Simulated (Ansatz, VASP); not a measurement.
## Cross-check of Ga31CoAs32 (Co on the Ga site in GaAs) between VASP and Ansatz

One calculation is typed for both programs; each brings its own data sets. How far apart do they land? The cell is taken from a series of runs on this material, whose earlier steps may have relaxed, scaled, displaced or heated it; both programs get it as it stands.

Program: Ansatz 0.2.0. Level of theory: plane waves, with VASP 6.6.1 beside it; single point at LDA. Results are calculated unless marked as measured.

**1. The starting structure**

The cell holds 64 atoms: 31 Ga, 32 As and 1 Co. Its edges and angles: a = 11.205 Å, b = 11.205 Å, c = 11.205 Å, α = 90.0°, β = 90.0°, γ = 90.0°. It derives from GaAs (GaAs (F-43m)). Nearest the centre at fractional (0.500, 0.500, 0.500): Co64 at 0.04 Å, As60 at 2.25 Å, As39 at 2.29 Å, As49 at 2.29 Å, As42 at 2.31 Å, Ga30 at 3.90 Å, Ga29 at 3.91 Å, Ga31 at 3.91 Å. The cell carries charge −1.

**2. Ansatz: single point, LDA**

Ansatz runs on its default PAW (the set named soft_2) files.

With cell and atoms fixed, the geometry can't cause a difference; cores, projectors, grids and the points listed under the comparison can.

Contents of input.yaml:

```yaml
crystal:
  lattice:
    - [11.20472235, 0.0, 0.0]
    - [0.0, 0.0, -11.20472235]
    - [0.0, 11.20472235, 0.0]
  atoms:
    - { symbol: Ga, position: [3.457e-06, 0.000808721, -0.000478338] }
    - { symbol: Ga, position: [0.000827706, 0.25156114, 0.250476795] }
    - { symbol: Ga, position: [0.250785854, 0.001701076, 0.250358709] }
    - { symbol: Ga, position: [0.250738203, 0.25152282, 0.000728676] }
    - { symbol: As, position: [0.124969656, 0.125829749, 0.124764788] }
    - { symbol: As, position: [0.126392001, 0.376317986, 0.375083465] }
    - { symbol: As, position: [0.375383375, 0.127230564, 0.375188269] }
    - { symbol: As, position: [0.375511385, 0.376353255, 0.126054546] }
    - { symbol: Ga, position: [-0.000387151, 0.000380778, 0.500469989] }
    - { symbol: Ga, position: [-0.000305481, 0.251105683, 0.749350408] }
    - { symbol: Ga, position: [0.250296052, 0.000578211, 0.749444142] }
    - { symbol: Ga, position: [0.25254722, 0.253472371, 0.502842687] }
    - { symbol: As, position: [0.125196485, 0.125995505, 0.624482545] }
    - { symbol: As, position: [0.125295133, 0.375627135, 0.874613284] }
    - { symbol: As, position: [0.374906656, 0.126108619, 0.874590273] }
    - { symbol: As, position: [0.381863602, 0.382742337, 0.618674809] }
    - { symbol: Ga, position: [-0.000436153, 0.501511213, -0.000845778] }
    - { symbol: Ga, position: [-0.00028391, 0.750607828, 0.249943777] }
    - { symbol: Ga, position: [0.252656181, 0.50400502, 0.252293389] }
    - { symbol: Ga, position: [0.250123754, 0.750487444, -0.000472958] }
    - { symbol: As, position: [0.125096165, 0.62551255, 0.124910613] }
    - { symbol: As, position: [0.125240786, 0.875777435, 0.374594659] }
    - { symbol: As, position: [0.381884902, 0.619847369, 0.381584508] }
    - { symbol: As, position: [0.37493256, 0.875756951, 0.124811122] }
    - { symbol: Ga, position: [-0.000180761, 0.50064474, 0.499427721] }
    - { symbol: Ga, position: [-0.000678128, 0.750245127, 0.749110694] }
    - { symbol: Ga, position: [0.251961542, 0.498822607, 0.747493567] }
    - { symbol: Ga, position: [0.25195756, 0.748587385, 0.497667913] }
    - { symbol: As, position: [0.125395295, 0.625525952, 0.624352776] }
    - { symbol: As, position: [0.124664866, 0.875282137, 0.874144829] }
    - { symbol: As, position: [0.374846084, 0.625657635, 0.873618823] }
    - { symbol: As, position: [0.374886675, 0.874864275, 0.624334671] }
    - { symbol: Ga, position: [0.500780501, 0.000390731, -0.000895443] }
    - { symbol: Ga, position: [0.503085769, 0.253478391, 0.25233622] }
    - { symbol: Ga, position: [0.749790987, 0.000590185, 0.249847813] }
    - { symbol: Ga, position: [0.749656808, 0.251039513, -0.000474146] }
    - { symbol: As, position: [0.624687964, 0.126018158, 0.124896551] }
    - { symbol: As, position: [0.619010279, 0.382704642, 0.381551902] }
    - { symbol: As, position: [0.874918815, 0.12600528, 0.374647903] }
    - { symbol: As, position: [0.87495562, 0.375746555, 0.124858927] }
    - { symbol: Ga, position: [0.499847328, 0.000598927, 0.499338384] }
    - { symbol: Ga, position: [0.498028838, 0.25283914, 0.747376595] }
    - { symbol: Ga, position: [0.749503856, 0.000176998, 0.74915077] }
    - { symbol: Ga, position: [0.747708772, 0.252789882, 0.497693334] }
    - { symbol: As, position: [0.624682947, 0.126152772, 0.624362539] }
    - { symbol: As, position: [0.624755373, 0.375728128, 0.873648916] }
    - { symbol: As, position: [0.874513088, 0.125542999, 0.874179626] }
    - { symbol: As, position: [0.873945364, 0.3757813, 0.62434325] }
    - { symbol: Ga, position: [0.499767422, 0.500655027, -0.000682599] }
    - { symbol: Ga, position: [0.497955351, 0.748613608, 0.251671623] }
    - { symbol: Ga, position: [0.747802663, 0.498851497, 0.251682723] }
    - { symbol: Ga, position: [0.749337363, 0.75025416, -0.000834898] }
    - { symbol: As, position: [0.624605085, 0.625453362, 0.125129888] }
    - { symbol: As, position: [0.624815709, 0.874774494, 0.374519829] }
    - { symbol: As, position: [0.873950696, 0.625591089, 0.374580445] }
    - { symbol: As, position: [0.87453135, 0.875344613, 0.124281219] }
    - { symbol: Co, position: [0.497873596, 0.498681959, 0.497559039], spin: 3.0 }
    - { symbol: Ga, position: [0.502102587, 0.747098529, 0.745802829] }
    - { symbol: Ga, position: [0.746282288, 0.503022002, 0.745951809] }
    - { symbol: Ga, position: [0.746139044, 0.747003412, 0.501895281] }
    - { symbol: As, position: [0.615491742, 0.616295854, 0.615257368] }
    - { symbol: As, position: [0.623971341, 0.87434514, 0.87319472] }
    - { symbol: As, position: [0.873502377, 0.624876958, 0.873304737] }
    - { symbol: As, position: [0.873517612, 0.874363052, 0.623666772] }
  host:
    repeats: [2, 2, 2]
    atoms:
      - { symbol: Ga, position: [0.0, 0.0, 0.0] }
      - { symbol: Ga, position: [0.0, 0.5, 0.5] }
      # ... 6 more atoms of the perfect host
total_charge: -1
basis:
  ecutwfc: 420
  xc_grid: 2
hamiltonian:
  xc: lda
kpoints:
  mp_grid: { grid: [2, 2, 2], shift: [0.5, 0.5, 0.5] }
magnetization:
  spin_polarized: true
  initial_magnetization: 3
  spin_locking: { lock_magnetization: hard }
scf:
  occupations: { method: fermi_dirac, width: 0.01 }
  max_iter: 120
output:
  forces: true
  charged_corrections:
    epsilon: 13.99
    static_epsilon: 15.8
    defect_position: [0.5, 0.5, 0.5]
  eigenvalues: true
checkpoint:
  write: "../point1.run"
  compress: false
  write_wavefunctions: true
  write_every: 100000
```

Started as:

```bash
> ansatz run input.yaml --threads 8 --pin off --max-ram 14131MiB --backend cpu --events-out ev --progress --plain --runs-dir out
```

Numbers of over 12 decimals in the logs are rounded to 6 here.

The program printed:

```text
Engine: ansatz 0.2.0, aarch64-unknown-linux-gnu
Pseudopotentials: kind: paw
Pseudopotential: Ga, paw, valence charge 13, recommended cutoff 420 eV (normal), Ga.paw.azcp
Pseudopotential: As, paw, valence charge 15, recommended cutoff 420 eV (normal), As.paw.azcp
Pseudopotential: Co, paw, valence charge 17, recommended cutoff 420 eV (normal), Co.paw.azcp
Functional definition: SPW92
  exchange = slater_x
  correlation = pw_c
Crystal: 64 atoms, lattice volume = 1406.706 Å³
Basis set: ecut = 420 eV, 27609 PW (Γ), exchange–correlation on 150×150×150 points (8 copies of the dense FFT grid, shifted against one another)
Bands: 543, of which v1, the nominal top of the filled ones, is band 451 counted from 1 (450 counted from 0)
Symmetry: 1 space group operations
Space group: P1 (ITA 1), of the structure as read, at distance tolerance 1.1e-4 Å
Magnetic group: BNS 1.1 (UNI 1), of the structure as read, at distance tolerance 1.1e-4 Å
k-points: 4 of 8 (time reversal used)
Non-local potential: Ga, projectors of the file, l = 0: 2, l = 1: 2, l = 2: 3, l = 3: 1
Non-local potential: As, projectors of the file, l = 0: 2, l = 1: 2, l = 2: 3, l = 3: 1
Non-local potential: Co, projectors of the file, l = 0: 3, l = 1: 2, l = 2: 3, l = 3: 1
PAW form: soft (Blöchl's): semilocal exchange-correlation on the pseudo side does not see the compensation charge
PAW frozen core: Ga, regenerated for the run's functional, and the local potential with it (the file was generated under x = pbe(κ = 0.804, μ = 0.219515), c = pbe(β = 0.066725))
PAW frozen core: As, regenerated for the run's functional, and the local potential with it (the file was generated under x = pbe(κ = 0.804, μ = 0.219515), c = pbe(β = 0.066725))
PAW frozen core: Co, regenerated for the run's functional, and the local potential with it (the file was generated under x = pbe(κ = 0.804, μ = 0.219515), c = pbe(β = 0.066725))
PAW one-centre angular grid: Ga, 590 points (default); XC on 64 Gauss nodes
PAW one-centre angular grid: As, 590 points (default); XC on 64 Gauss nodes
PAW one-centre angular grid: Co, 590 points (default); XC on 64 Gauss nodes
Initial density: superposition of atomic densities (chi_scale 0.1, normalization cell)
Starting moments: Σ|m| = 3 μB on 1 of 64 sites
Initial wavefunctions: pseudopotential atomic-orbital guess
Functional: x = slater, c = lda
iter 1 solved again at ethr=2.40e-3 eV; its pass at ethr=3.10e-3 eV (dr2=2.16e1 eV) is discarded
SCF iter   1: F=—  HF=-272752.572438 eV  |F-HF|=—  |Δ(HF+E_count)|=         —  Δρ=2.12e-2 (↑2.12e-2 ↓2.09e-2)  dr2=2.18e1  dr2_m=1.25e0  M=3.000 μB ∫|m|=3.020 μB  β_m=0.30  ethr=2.40e-3  ⟨swp⟩=1.0  Hψ=19444  notcnv=0
preconditioner: auto → Resta (q_TF=auto, 2.533 Å⁻¹)  ε∞=3.9  [insulator: Δε(μ)=0.452 eV  Ē_g=13.903 eV  σ=0.010 eV  W_gap=1.00  n_scr=388 (ndim 8)  ℏωp=23.7 eV  f_vac=0.000  D(μ)=0.00/eV (n_scr^D=0)  ε∞_Penn≈3.9]
spin=Collinear: Resta preconditioning applied to the charge; magnetization (m = ρ↑ − ρ↓) channel mixes plain (no charge-response kernel on spin).
SCF iter   2: F=—  HF=-272749.035796 eV  |F-HF|=—  |Δ(HF+E_count)|=    3.54e0  Δρ=1.64e-2 (↑1.50e-2 ↓1.64e-2)  dr2=1.07e1  dr2_m=8.67e-1  M=3.000 μB ∫|m|=3.022 μB  β_m=0.61  ethr=2.40e-3  ⟨swp⟩=2.0  Hψ=5084  notcnv=0
SCF iter   3: F=—  HF=-272747.513524 eV  |F-HF|=—  |Δ(HF+E_count)|=    1.52e0  Δρ=8.57e-3 (↑8.57e-3 ↓4.66e-3)  dr2=1.51e0  dr2_m=7.59e-2  M=3.000 μB ∫|m|=3.038 μB  β_m=0.55  ethr=1.19e-3  ⟨swp⟩=2.5  Hψ=9048  notcnv=0  defer=344
SCF iter   4: F=—  HF=-272746.993882 eV  |F-HF|=—  |Δ(HF+E_count)|=   5.20e-1  Δρ=5.42e-3 (↑2.16e-3 ↓5.42e-3)  dr2=6.93e-1  dr2_m=3.94e-2  M=3.000 μB ∫|m|=3.030 μB  β_m=0.51  ethr=1.67e-4  ⟨swp⟩=2.5  Hψ=8670  notcnv=0  defer=692
SCF iter   5: F=—  HF=-272746.940410 eV  |F-HF|=—  |Δ(HF+E_count)|=   5.35e-2  Δρ=1.51e-3 (↑1.51e-3 ↓9.24e-4)  dr2=6.19e-2  dr2_m=3.64e-3  M=3.000 μB ∫|m|=3.036 μB  β_m=0.56  ethr=7.69e-5  ⟨swp⟩=2.5  Hψ=8008  notcnv=0  defer=692
SCF iter   6: F=—  HF=-272746.936333 eV  |F-HF|=—  |Δ(HF+E_count)|=   4.08e-3  Δρ=6.71e-4 (↑6.28e-4 ↓6.71e-4)  dr2=1.96e-2  dr2_m=4.85e-5  M=3.000 μB ∫|m|=3.037 μB  β_m=0.72  ethr=6.87e-6  ⟨swp⟩=2.5  Hψ=8652  notcnv=0  defer=704
SCF iter   7: F=—  HF=-272746.939325 eV  |F-HF|=—  |Δ(HF+E_count)|=   2.99e-3  Δρ=4.65e-4 (↑2.64e-4 ↓4.65e-4)  dr2=6.06e-3  dr2_m=1.52e-4  M=3.000 μB ∫|m|=3.037 μB  β_m=0.72  ethr=2.17e-6  ⟨swp⟩=2.0  Hψ=7980  notcnv=0  defer=704
SCF iter   8: F=—  HF=-272746.939271 eV  |F-HF|=—  |Δ(HF+E_count)|=   5.41e-5  Δρ=8.86e-5 (↑8.26e-5 ↓8.86e-5)  dr2=3.29e-4  dr2_m=3.85e-7  M=3.000 μB ∫|m|=3.036 μB  β_m=0.86  ethr=6.72e-7  ⟨swp⟩=2.0  Hψ=7979  notcnv=0  defer=704
SCF iter   9: F=—  HF=-272746.939351 eV  |F-HF|=—  |Δ(HF+E_count)|=   7.96e-5  Δρ=7.65e-5 (↑6.38e-5 ↓7.65e-5)  dr2=1.97e-4  dr2_m=7.30e-7  M=3.000 μB ∫|m|=3.036 μB  β_m=0.85  ethr=3.65e-8  ⟨swp⟩=2.0  Hψ=7948  notcnv=0  defer=704
[...]
k-point 3 ↓: bands = [... 447 lower, 8.0468, 8.0498, 8.6053, 9.0069, 9.0429, 9.3513, 9.8617, 9.8659, ... 88 higher]
```

**3. VASP: single point, LDA**

The same cell, functional (in two slightly different forms), mesh and smearing now go to VASP, with its own data sets.

Lines of VASP's logs that name or quote its potential files are left out, and so is its time.

Contents of INCAR:

```
SYSTEM = Ga31CoAs32
PREC = Accurate
ENCUT = 520
EDIFF = 1E-06
NELM = 200
ISMEAR = -1
SIGMA = 0.01
LREAL = Auto
ALGO = Normal
GGA = PW92
NELECT = 573
NBANDS = 332
ISPIN = 2
MAGMOM = 0 0 0 0 0.01 0 0 0.01 0.01 0 0.01 0 0 0 0.01 0.01 0.01 0.01 0 0 0 0.01 0 0.01 0 0.01 0.01 0 0.01 0.01 0.01 0 0 0 0 0.01 0.01 0.01 0.04 0.01 0.01 0.04 0.01 0 0 0 0 0.01 0.04 0.01 0.01 0 0 0 0 0 0 0 0 0.04 0.01 0.01 0.01 1.62
LASPH = .TRUE.
LMAXMIX = 4
LORBIT = 11
LWAVE = .FALSE.
LCHARG = .FALSE.
ISIF = 2
ISYM = 0
NUPDOWN = 3
GGA_COMPAT = .FALSE.
```

Contents of POSCAR:

```
Ga31CoAs32
1.0
   11.2047223515      0.0000000000      0.0000000000
    0.0000000000      0.0000000000    -11.2047223515
    0.0000000000     11.2047223515      0.0000000000
Ga As Co
31 32 1
Direct
    0.0000034568      0.0008087212      0.9995216618
    0.0008277056      0.2515611403      0.2504767946
    0.2507858537      0.0017010759      0.2503587092
    0.2507382029      0.2515228197      0.0007286755
    0.9996128491      0.0003807780      0.5004699886
    0.9996945189      0.2511056833      0.7493504077
    0.2502960518      0.0005782107      0.7494441417
    0.2525472204      0.2534723708      0.5028426865
    0.9995638472      0.5015112129      0.9991542217
    0.9997160903      0.7506078279      0.2499437767
    0.2526561805      0.5040050203      0.2522933894
    0.2501237542      0.7504874445      0.9995270421
    0.9998192389      0.5006447395      0.4994277206
    0.9993218724      0.7502451266      0.7491106944
    0.2519615423      0.4988226070      0.7474935673
    0.2519575602      0.7485873848      0.4976679128
    0.5007805007      0.0003907306      0.9991045574
    0.5030857687      0.2534783913      0.2523362199
    0.7497909866      0.0005901847      0.2498478130
    0.7496568076      0.2510395125      0.9995258537
    0.4998473280      0.0005989273      0.4993383841
    0.4980288384      0.2528391401      0.7473765948
    0.7495038558      0.0001769982      0.7491507704
    0.7477087720      0.2527898820      0.4976933339
    0.4997674224      0.5006550266      0.9993174007
    0.4979553505      0.7486136079      0.2516716230
    0.7478026625      0.4988514968      0.2516827234
    0.7493373628      0.7502541602      0.9991651021
    0.5021025869      0.7470985288      0.7458028289
    0.7462822881      0.5030220025      0.7459518092
    0.7461390440      0.7470034116      0.5018952807
    0.1249696559      0.1258297489      0.1247647881
    0.1263920010      0.3763179860      0.3750834655
    0.3753833752      0.1272305637      0.3751882685
    0.3755113849      0.3763532555      0.1260545464
    0.1251964851      0.1259955052      0.6244825446
    0.1252951327      0.3756271353      0.8746132838
    0.3749066557      0.1261086195      0.8745902730
    0.3818636019      0.3827423370      0.6186748092
    0.1250961645      0.6255125497      0.1249106131
    0.1252407859      0.8757774351      0.3745946589
    0.3818849018      0.6198473693      0.3815845076
    0.3749325596      0.8757569510      0.1248111220
    0.1253952953      0.6255259521      0.6243527763
    0.1246648658      0.8752821375      0.8741448288
    0.3748460835      0.6256576353      0.8736188232
    0.3748866755      0.8748642755      0.6243346706
    0.6246879636      0.1260181576      0.1248965510
    0.6190102792      0.3827046416      0.3815519017
    0.8749188150      0.1260052801      0.3746479032
    0.8749556198      0.3757465553      0.1248589268
    0.6246829472      0.1261527724      0.6243625394
    0.6247553732      0.3757281275      0.8736489159
    0.8745130884      0.1255429993      0.8741796263
    0.8739453642      0.3757813002      0.6243432496
    0.6246050852      0.6254533617      0.1251298883
    0.6248157090      0.8747744941      0.3745198293
    0.8739506955      0.6255910888      0.3745804454
    0.8745313500      0.8753446130      0.1242812189
    0.6154917419      0.6162958536      0.6152573679
    0.6239713412      0.8743451403      0.8731947201
    0.8735023770      0.6248769578      0.8733047372
    0.8735176119      0.8743630515      0.6236667725
    0.4978735955      0.4986819594      0.4975590390
```

Contents of KPOINTS:

```
Points of the shifted mesh
8
Reciprocal
 0.2500000000  0.2500000000  0.2500000000 1
 0.2500000000  0.2500000000  0.7500000000 1
 0.2500000000  0.7500000000  0.2500000000 1
 0.2500000000  0.7500000000  0.7500000000 1
 0.7500000000  0.2500000000  0.2500000000 1
 0.7500000000  0.2500000000  0.7500000000 1
 0.7500000000  0.7500000000  0.2500000000 1
 0.7500000000  0.7500000000  0.7500000000 1
```

Potentials, in the order of the species: Ga_d, As and Co (LDA family, release 64).

Started as:

```bash
> export OMP_NUM_THREADS=3
> mpirun -np 1 vasp_std
```

The program printed:

```text
[banner, memory and clock lines left out]
running    1 mpi-ranks, on    1 nodes
[...]
Offloading initialized ...    1 GPUs detected
[...]
|                                                                             |
|               ----> ADVICE to this user running VASP <----                  |
|                                                                             |
|     You enforced a specific xc type in the INCAR file but a different       |
|     [... a line on the potential file left out ...]
|     I HOPE YOU KNOW WHAT YOU ARE DOING!                                     |
|                                                                             |

 LDA part: xc-table for (Slater(with rela. corr.)+PW92), standard interpolation
 POSCAR, INCAR and KPOINTS ok, starting setup
[...]
entering main loop
       N       E                     dE             d eps       ncg     rms          rms(c)
DAV:   1     0.772790839844E+04    0.77279E+04   -0.22354E+05 10760   0.247E+03
DAV:   2     0.168148630129E+04   -0.60464E+04   -0.58863E+04 10624   0.724E+02
DAV:   3    -0.776860003618E+02   -0.17592E+04   -0.16464E+04 12876   0.250E+02
DAV:   4    -0.297025648568E+03   -0.21934E+03   -0.21346E+03 12592   0.823E+01
DAV:   5    -0.314913594691E+03   -0.17888E+02   -0.17753E+02 14832   0.252E+01BRMIX: very serious problems
 the old and the new charge density differ
 old charge density:   572.00000 new  573.00000
    0.223E+01
DAV:   6    -0.317035946849E+03   -0.21224E+01   -0.10019E+02 13552   0.298E+01    0.375E+01
DAV:   7    -0.307249951064E+03    0.97860E+01   -0.26823E+01 12376   0.213E+01    0.928E+00
DAV:   8    -0.309589365865E+03   -0.23394E+01   -0.22032E+01 14816   0.133E+01    0.217E+01
DAV:   9    -0.306704716523E+03    0.28846E+01   -0.12499E+01 12816   0.724E+00    0.354E+00
[...]
DAV:  20    -0.306790442351E+03    0.59969E-05   -0.11179E-05  9904   0.184E-02    0.181E-02
DAV:  21    -0.306790440974E+03    0.13775E-05   -0.67886E-06 10264   0.746E-03    0.497E-03
DAV:  22    -0.306790441146E+03   -0.17244E-06   -0.20186E-06  7184   0.569E-03
   1 F= -.30679044E+03 E0= -.30679044E+03  d E =-.727051E-12  mag=     3.0000
```

Parts of OUTCAR (step 3):

```text
  FREE ENERGIE OF THE ION-ELECTRON SYSTEM (eV)
  ---------------------------------------------------
  free  energy   TOTEN  =      -306.7904411462 eV

  energy  without entropy=     -306.7904411462  energy(sigma->0) =     -306.79044115

 magnetization (x)
# of ion       s       p       d       tot
------------------------------------------
    1        0.000   0.001   0.000   0.002
    2        0.001   0.001   0.000   0.002
    3        0.001   0.001   0.000   0.002
    4        0.001   0.001   0.000   0.002
    5        0.003   0.007   0.001   0.011
    6        0.001   0.002   0.001   0.003
    7        0.001   0.002   0.001   0.003
    8        0.004   0.007   0.003   0.014
    9        0.003   0.007   0.001   0.011
   10        0.001   0.002   0.001   0.003
   11        0.004   0.007   0.003   0.014
   12        0.001   0.002   0.001   0.003
   13        0.000   0.000   0.000   0.001
[...]
--------------------------------------------------
tot          0.127   0.587   1.639   2.352

[... 1 further part left out ...]
```

The cell holds one magnetic atom, so no antiferromagnetic order fits into it.

**4. Side by side**

Known differences besides the potentials themselves: VASP starts from the moments at which Ansatz ended; the two LDA forms differ slightly; the cutoff is 420 eV in Ansatz and 520 eV in VASP (PREC = Accurate, projectors in real space); VASP's log shows a relativistic correction to its local exchange, Ansatz's none; site moments are counted in spheres of each program's own size. Total energies have different zeros and are not compared.

Both answers:

```
                             quantity  Ansatz  VASP  difference
total moment, fixed by the input (μB)    3.00  3.00        0.00
                  moment on Co64 (μB)    1.62  1.68       -0.06
                  moment on As42 (μB)    0.04  0.05       -0.01
                  moment on As39 (μB)    0.04  0.05       -0.01
                  moment on As49 (μB)    0.04  0.05       -0.01
                  moment on As60 (μB)    0.04  0.05       -0.01
```

At this near-relaxed geometry the largest component of a force difference is 19 meV/Å. The cell carries a charge of -1 e against a uniform background, so its pressure also hangs on how the neutralising background is counted, and in a defect's cell a gap may be the spacing between its levels.

**5. Results**

```yaml
difference_in_moment_on_co64_single_point_lda: -0.057 μB
```

The difference in moment on Co64 is -0.057 μB (single point, LDA). The data sets hold unlike numbers of valence electrons (901 in Ansatz and 573 in VASP), so part of the differences comes from the potentials. How closely two codes agree says nothing of how well the functional describes the real material.

[Lines on the potential files, build, host, timing and source positions are cut from VASP's logs without a mark.]

[Logs are printed without paths, hosts, clocks, repeated set-up lines and the standing remarks that a program may print on its own settings, such as how far it seeks lower states.]

[Hosts, paths, dates, database ids (printed as entryN), source tags and the programs' standing remarks are cut or masked in the printed files.]
